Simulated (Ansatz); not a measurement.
## Calculated with Ansatz: Sb2Se3, relaxation

Launch command:

```bash
ansatz run input.yaml --threads 2 --pin off --max-ram 2560MiB --backend cpu --events-out ev --progress --plain --runs-dir out
```

The input file (Ansatz 0.2.0, plane waves):

```yaml
crystal:
  lattice:
    - [-6.958544, 0.0, 0.0]
    - [2.164159, -6.613448, 0.0]
    - [3.479272, 0.0, 6.086114]
  atoms:
    - { symbol: Se, position: [0.8983, 0.8927, 0.5144] }
    - { symbol: Se, position: [0.3839, 0.3927, 0.4856] }
    - { symbol: Se, position: [0.586, 0.8884, 0.8364] }
    - { symbol: Se, position: [0.7496, 0.3884, 0.1636] }
    - { symbol: Sb, position: [0.2733, 0.0033, 0.4864] }
    - { symbol: Sb, position: [0.7869, 0.5033, 0.5136] }
    - { symbol: Sb, position: [0.5798, 0.0, 0.1596] }
    - { symbol: Sb, position: [0.4202, 0.5, 0.8404] }
    - { symbol: Se, position: [0.2105, 0.8632, 0.1586] }
    - { symbol: Se, position: [0.0519, 0.3632, 0.8414] }
  symmetry: { tolerance: 0.0003 }
kpoints:
  mp_grid: { grid: [4, 3, 4], shift: [0, 0, 0] }
magnetization:
  spin_polarized: false
scf:
  occupations: { method: fermi_dirac }
  lower_state_search: "off"
hamiltonian:
  pseudopotentials: { kind: paw }
  xc: pbe
basis:
  ecutwfc: 420
  fft_grid_basis: typed
relax:
  max_steps: 40
  cell: { p_target: 20.0 }
output:
  forces: true
  stress: true
  eigenvalues: true
  populations: true
  elf: true
  write_potential: true
  volumetric_format: npy
  dos:
    e_range: [-12, 8]
    de: 0.05
    projected: { site_lists: { Sb: [Sb], Se: [Se] } }
  write_density: true
  bader: false
checkpoint:
  read: saved_state
```

Origin of the cell: a known structure type with other elements, at an estimated volume, so it need not be a known compound.

The smearing width isn't typed, so it takes its default of 0.1 eV.

The saved state is a converged single point of the same cell.

Output (shortened):

```
Pseudopotentials: kind: paw
Pseudopotential: Se, paw, valence charge 16, recommended cutoff 420 eV (normal), Se.paw.azcp
Pseudopotential: Sb, paw, valence charge 15, recommended cutoff 420 eV (normal), Sb.paw.azcp
Functional definition: PBE
  exchange = pbe_x(kappa = kappa, mu = beta*pi^2/3)
  correlation = pbe_c(beta = beta)
Crystal: 10 atoms, lattice volume = 280.083 Å³
Basis set: ecut = 420 eV, 5505 PW (Γ), exchange–correlation on 96×96×96 points (8 copies of the dense FFT grid, shifted against one another)
Bands: 94, of which v1, the nominal top of the filled ones, is band 78 counted from 1 (77 counted from 0)
Symmetry: 2 space group operations
Space group: Cc (ITA 9), of the structure as read, at distance tolerance 2.0e-3 Å
[… 6 lines left out …]
Initial density: read from a saved state, or passed on in memory by an earlier SCF of this step, an earlier step, the calling program or the single point that the run made first
Functional: x = pbe(κ = 0.804, μ = 0.219515), c = pbe(β = 0.066725)
SCF iter   1: F=—  HF=-58747.605199 eV  Δρ=6.93e-4  dr2=1.67e-3
SCF iter   2: F=—  HF=-58747.606426 eV  Δρ=3.77e-4  dr2=5.03e-4
SCF iter   3: F=—  HF=-58747.606296 eV  Δρ=1.46e-4  dr2=8.60e-5
SCF iter   4: F=—  HF=-58747.606346 eV  Δρ=3.56e-5  dr2=5.38e-6
SCF iter   5: F=—  HF=-58747.606347 eV  Δρ=1.05e-5  dr2=5.65e-7
SCF iter   6: F=-58747.606347 eV  HF=-58747.606347 eV  Δρ=3.25e-6  dr2=3.91e-8
relax step   1: F+E_penalty+E_count = -58747.606347 eV  Δ(F+E_penalty+E_count) = +0.000e0 eV  max|allowed force component| = 2.288e0 eV/Å  Δτ_max = 0.0000 Å  P = +18.502 GPa  Ω = 280.083 Å³ […]
relax step   2: F+E_penalty+E_count = -58748.766600 eV  Δ(F+E_penalty+E_count) = -1.160e0 eV  max|allowed force component| = 1.851e0 eV/Å  Δτ_max = 0.1947 Å  P = +15.600 GPa  Ω = 269.732 Å³ […]
relax step   3: F+E_penalty+E_count = -58749.103545 eV  Δ(F+E_penalty+E_count) = -3.369e-1 eV  max|allowed force component| = 1.481e0 eV/Å  Δτ_max = 0.1970 Å  P = +14.765 GPa  Ω = 252.743 Å³ […]
relax step   4: F+E_penalty+E_count = -58748.767158 eV  Δ(F+E_penalty+E_count) = +3.364e-1 eV  max|allowed force component| = 7.534e-1 eV/Å  Δτ_max = 0.1948 Å  P = +16.173 GPa  Ω = 234.087 Å³ […]
relax step   5: F+E_penalty+E_count = -58747.641022 eV  Δ(F+E_penalty+E_count) = +1.126e0 eV  max|allowed force component| = 4.859e-1 eV/Å  Δτ_max = 0.1950 Å  P = +20.226 GPa  Ω = 217.550 Å³ […]
relax step   6: F+E_penalty+E_count = -58747.454816 eV  Δ(F+E_penalty+E_count) = +1.862e-1 eV  max|allowed force component| = 6.790e-1 eV/Å  Δτ_max = 0.1957 Å  P = +21.083 GPa  Ω = 211.639 Å³ […]
relax step   7: F+E_penalty+E_count = -58747.850754 eV  Δ(F+E_penalty+E_count) = -3.959e-1 eV  max|allowed force component| = 6.572e-1 eV/Å  Δτ_max = 0.1950 Å  P = +20.595 GPa  Ω = 210.238 Å³ […]
relax step   8: F+E_penalty+E_count = -58747.896835 eV  Δ(F+E_penalty+E_count) = -4.608e-2 eV  max|allowed force component| = 3.290e-1 eV/Å  Δτ_max = 0.1948 Å  P = +22.221 GPa  Ω = 208.448 Å³ […]
relax step   9: F+E_penalty+E_count = -58748.513594 eV  Δ(F+E_penalty+E_count) = -6.168e-1 eV  max|allowed force component| = 1.653e-1 eV/Å  Δτ_max = 0.2000 Å  P = +20.266 GPa  Ω = 211.722 Å³ […]
relax step  10: F+E_penalty+E_count = -58748.950532 eV  Δ(F+E_penalty+E_count) = -4.369e-1 eV  max|allowed force component| = 3.208e-1 eV/Å  Δτ_max = 0.1953 Å  P = +19.114 GPa  Ω = 213.754 Å³ […]
relax step  11: F+E_penalty+E_count = -58749.009660 eV  Δ(F+E_penalty+E_count) = -5.913e-2 eV  max|allowed force component| = 4.153e-1 eV/Å  Δτ_max = 0.1968 Å  P = +19.406 GPa  Ω = 212.345 Å³ […]
relax step  12: F+E_penalty+E_count = -58748.910483 eV  Δ(F+E_penalty+E_count) = +9.918e-2 eV  max|allowed force component| = 3.088e-1 eV/Å  Δτ_max = 0.1954 Å  P = +19.983 GPa  Ω = 209.218 Å³ […]
[… 4 lines left out …]
relax step  17: F+E_penalty+E_count = -58750.076795 eV  Δ(F+E_penalty+E_count) = -9.707e-1 eV  max|allowed force component| = 6.035e-1 eV/Å  Δτ_max = 0.1548 Å  P = +19.325 GPa  Ω = 207.635 Å³ […]
relax step  18: F+E_penalty+E_count = -58749.786856 eV  Δ(F+E_penalty+E_count) = -6.808e-1 eV  max|allowed force component| = 1.757e-1 eV/Å  Δτ_max = 0.0472 Å  P = +19.159 GPa  Ω = 203.916 Å³ […]
relax step  19: F+E_penalty+E_count = -58749.918268 eV  Δ(F+E_penalty+E_count) = -1.314e-1 eV  max|allowed force component| = 1.267e-1 eV/Å  Δτ_max = 0.1000 Å  P = +19.685 GPa  Ω = 204.091 Å³ […]
relax step  20: F+E_penalty+E_count = -58750.118664 eV  Δ(F+E_penalty+E_count) = -2.004e-1 eV  max|allowed force component| = 1.045e-1 eV/Å  Δτ_max = 0.1473 Å  P = +20.107 GPa  Ω = 204.975 Å³ […]
relax step  21: F+E_penalty+E_count = -58750.429341 eV  Δ(F+E_penalty+E_count) = -3.107e-1 eV  max|allowed force component| = 1.235e-1 eV/Å  Δτ_max = 0.1130 Å  P = +19.844 GPa  Ω = 207.121 Å³ […]
relax step  22: F+E_penalty+E_count = -58750.493421 eV  Δ(F+E_penalty+E_count) = -6.408e-2 eV  max|allowed force component| = 6.923e-2 eV/Å  Δτ_max = 0.0378 Å  P = +19.898 GPa  Ω = 207.549 Å³ […]
relax step  23: F+E_penalty+E_count = -58750.531869 eV  Δ(F+E_penalty+E_count) = -3.845e-2 eV  max|allowed force component| = 4.351e-2 eV/Å  Δτ_max = 0.0436 Å  P = +20.113 GPa  Ω = 207.828 Å³ […]
relax step  24: F+E_penalty+E_count = -58750.587601 eV  Δ(F+E_penalty+E_count) = -5.573e-2 eV  max|allowed force component| = 8.503e-2 eV/Å  Δτ_max = 0.0177 Å  P = +19.988 GPa  Ω = 208.264 Å³ […]
relax step  25: F+E_penalty+E_count = -58750.608564 eV  Δ(F+E_penalty+E_count) = -2.096e-2 eV  max|allowed force component| = 1.657e-2 eV/Å  Δτ_max = 0.0233 Å  P = +19.927 GPa  Ω = 208.416 Å³ […]
relax step  26: F+E_penalty+E_count = -58750.602401 eV  Δ(F+E_penalty+E_count) = +6.163e-3 eV  max|allowed force component| = 9.381e-3 eV/Å  Δτ_max = 0.0090 Å  P = +20.011 GPa  Ω = 208.364 Å³ […]
relax step  27: F+E_penalty+E_count = -58750.608805 eV  Δ(F+E_penalty+E_count) = -6.404e-3 eV  max|allowed force component| = 7.220e-3 eV/Å  Δτ_max = 0.0049 Å  P = +19.997 GPa  Ω = 208.415 Å³ […]
relax step  28: F+E_penalty+E_count = -58750.601107 eV  Δ(F+E_penalty+E_count) = +7.698e-3 eV  max|allowed force component| = 7.203e-3 eV/Å  Δτ_max = 0.0000 Å  P = +19.988 GPa  Ω = 208.415 Å³  stress off target by 3.10e-2 GPa […]
SCF 28 converged in 7 iterations: F = -58750.601107 eV  dr2 = 2.75e-11
basis re-selected at this cell: Δ(F+E_penalty+E_count) = +7.698e-3 eV, ΔP = -0.008 GPa vs the last step (what re-selecting the basis moved, of the pressure what is left beyond the Pulay corre […]
SCF converged after 7 iterations
Free energy (F): -58750.601107 eV
Harris-Foulkes:  -58750.601107 eV  (|F-HF|=1.46e-11)
Internal energy: -58750.506992 eV  (E = F + TS)
E sigma→0 (E₀):  -58750.554049 eV
Entropy (-TS):   -0.094115 eV (-9.412 meV/atom)
Fermi energy:    13.401598 eV
--- Per-component energies (eV) ---
  E_band       = -2382.703451
  E_kinetic    = 1566.321803
  E_local      = -18120.491258  (includes V_loc(G=0)·N_el)
  E_nonlocal   = -2122.843873
  E_hartree    = 8972.822794
  E_xc         = -1194.004408
  E_vxc        = -993.966929  (∫ρ·V_xc dr)
  E_paw        = -29765.704484  (= ΣΔE_a)
  E_vpaw       = -657.364990  (= ΣTr[D̂ρ^β])
  E_aug_tail   = -0.003547  (compensation charges beyond the density's cutoff)
  E_ewald      = -18086.604018
  E_smearing   = -0.094115  (= −TS)
  Σ components = -58750.601107   (vs F -58750.601107, Δ=0.00e0)
--- Forces (eV/Å), atoms counted from 1 ---
  atom   1  Se     0.003831    -0.000843    -0.003086
  atom   2  Se     0.003831    -0.000843     0.003086
  atom   3  Se     0.000175     0.000129     0.007203
  atom   4  Se     0.000175     0.000129    -0.007203
  atom   5  Sb     0.001530     0.001178     0.000685
  atom   6  Sb     0.001530     0.001178    -0.000685
  atom   7  Sb    -0.001657     0.000096    -0.002382
  atom   8  Sb    -0.001657     0.000096     0.002382
  atom   9  Se    -0.003880    -0.000560     0.000837
  atom  10  Se    -0.003880    -0.000560    -0.000837
  max |Σ_I F_I| component: 7.73e-7 eV/Å
--- Stress (GPa, compression-positive) ---
       19.980280      -0.013844       0.000000
       -0.013844      19.986010       0.000000
        0.000000       0.000000      19.998860
  P = ⅓ Tr σ = 19.9884 GPa (199.884 kbar)
--- Relaxed structure (27 steps of the walk, 26 accepted, 1 SCFs on fresh bases) ---
  F+E_penalty+E_count = -58750.601107 eV   max|allowed force component| = 7.203e-3 eV/Å   (the final SCF, on the basis selected at the relaxed cell)
  cell:  # Å, volume = 208.4154 Å³
    - [-5.642143, 0.523913, 0.0]
    - [2.252679, -6.456127, 0.0]
    - [2.821071, -0.261957, 5.913134]
  atoms:
    - { symbol: Se, position: [0.881216, 0.924691, 0.459226] }
    - { symbol: Se, position: [0.421990, 0.424691, 0.540774] }
    - { symbol: Se, position: [0.547419, 0.829027, 0.751060] }
    - { symbol: Se, position: [0.796359, 0.329027, 0.248940] }
    - { symbol: Sb, position: [0.342376, 0.060980, 0.364673] }
    - { symbol: Sb, position: [0.977703, 0.560980, 0.635327] }
    - { symbol: Sb, position: [0.361165, 0.098153, -0.135854] }
    - { symbol: Sb, position: [0.497019, 0.598153, 1.135854] }
    - { symbol: Se, position: [0.078140, 0.734750, 0.041127] }
    - { symbol: Se, position: [0.037013, 0.234750, 0.958873] }
--- Löwdin populations: 10 sites ---
  site symbol       q [e]
     0     Se     16.2361
     1     Se     16.2361
     2     Se     16.2015
     3     Se     16.2015
     4     Sb     14.5115
     5     Sb     14.5115
     6     Sb     14.5065
     7     Sb     14.5065
     8     Se     16.2328
     9     Se     16.2328
  spilling = 0.003995 (of n_electrons = 156.000000)
```

Before:

Space group Cc (No. 9); the run's cell has a = 6.959 Å, b = 6.959 Å, c = 7.010 Å, α = 81.12°, β = 119.76°, γ = 108.12°. Shortest distances: Sb–Se 2.42 Å.

The relaxed structure.

Space group Cc (No. 9); the run's cell has a = 5.666 Å, b = 6.838 Å, c = 6.557 Å, α = 79.66°, β = 115.60°, γ = 114.54°. Shortest distances: Sb–Se 2.69 Å, Se–Se 2.99 Å, Sb–Sb 3.28 Å.

```yaml
Enthalpy_lowered_by: 1194.1 meV/atom
Volume_change: -25.59 %
Final_pressure: 19.99 GPa
Relaxation_steps_listed: 28
Gap_on_the_mesh: none (metal)
```

Caveats: no spin-orbit coupling, though heavy elements are present; the k mesh is coarse if the cell is a metal; the relaxation held the start's symmetry, so the end may be a saddle point.

Time: 1800 s of wall time on 2 CPU thread(s) of a shared host, from a saved density.
